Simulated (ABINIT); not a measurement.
Runs of ABINIT 10.8.3 (patched build) on Te2Mo. It takes space group P6_3/mmc (No. 194, hexagonal). Conventional cell: a = 3.518 Å, b = 3.518 Å, c = 13.974 Å, α = 90.00°, β = 90.00°, γ = 120.00°. Te (site symmetry 3m) is surrounded by 3 Mo at 2.72 Å. Mo (site symmetry -6m2) has 6 Te at 2.72 Å as nearest neighbours. 

```csv
task,level,potentials or basis,k mesh,cutoff (eV),fine-grid cutoff,gap on the mesh (eV),pressure (GPa),largest force (eV/Å)
band structure,LDA-PZ,JTH PAW LDA v2.0,9 × 9 × 2,408,816.342 eV,(b),-2.1,0.16
single point,r2SCAN,JTH PAW PBE v2.0,7 × 7 × 2,490,979.61 eV,0.90,(a),0.07
band structure,HLE16,JTH PAW PBE v2.0,9 × 9 × 2,408,816.342 eV,0.97,(d),2.75
band structure,BLYP,JTH PAW PBE v2.0,9 × 9 × 2,408,816.342 eV,0.77,10.1,(c)
```

Alike in all rows: no spin polarisation; cell as given; smearing fermi-dirac 0.05 eV.

Question: Fill in the values left out.

Answer: (a) 3.2; (b) 0.71; (c) 0.60; (d) -15.5.

Caveats: spin-orbit coupling is left out, which moves the levels of the heavy elements; the PAW data sets were made with another functional, which shifts forces and pressure a little (some runs); an odd mesh through Γ misses points on the zone boundary, where band edges often lie (some runs); the potentials were made for a functional far from this one (some runs); so large a pressure means that the cell lies far from this level's equilibrium, or that cutoff or potentials fall short (some runs); the potentials were made for another functional, which shifts forces and pressure (some runs).

A k mesh can miss the band edges, and the runs leave out spin-orbit coupling on Mo, Te.
